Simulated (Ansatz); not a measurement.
MgI₂ built on the fluorite prototype was relaxed with 5 functionals in Ansatz, cell and atoms free, the symmetry of the start kept (meshes: PBE 6×6×6, r2SCAN 6×6×6, PBEsol 6×6×6, LDA 6×6×6, HSE06 4×4×4). Computed, not measured; no magnetism was allowed, and whether the structure is a known phase isn't checked.

The LDA result:
```cif
data_structure
_symmetry_space_group_name_H-M 'Fm-3m'
_symmetry_Int_Tables_number 225
_cell_length_a 7.3367
_cell_length_b 7.3367
_cell_length_c 7.3367
_cell_angle_alpha 90.000
_cell_angle_beta 90.000
_cell_angle_gamma 90.000
_cell_volume 394.92
loop_
_atom_site_label
_atom_site_type_symbol
_atom_site_symmetry_multiplicity
_atom_site_Wyckoff_symbol
_atom_site_fract_x
_atom_site_fract_y
_atom_site_fract_z
_atom_site_occupancy
Mg1 Mg 4 a 0.00000 0.00000 0.00000 1
I1 I 8 c 0.25000 0.75000 0.75000 1
```

The symmetry is Fm-3m (No. 225, cubic); conventional cell a = 7.337 Å, 32.91 Å³ an atom. Mg is surrounded by 8 I at 3.18 Å; I is surrounded by 4 Mg at 3.18 Å.

Q: How does the cell change with HSE06?

A: a = 7.479 Å; the volume differs by +5.9 % from LDA's. Mg has 8 I at 3.24 Å; I has 4 Mg at 3.24 Å.

Q: What lattice does PBEsol give?

A: a = 7.414 Å; the volume differs by +3.2 % from LDA's. Mg has 8 I at 3.21 Å; I has 4 Mg at 3.21 Å.

Q: Held at the r2SCAN cell, what mean stress do LDA and PBE find, and does its sign point to their own minimum?

A: Yes. LDA -2.11 GPa, and its relaxed volume is -6.8 % from r2SCAN's; PBE +0.21 GPa, and its relaxed volume is +0.7 % from r2SCAN's. Compression counts positive, so a positive stress asks for a larger cell.
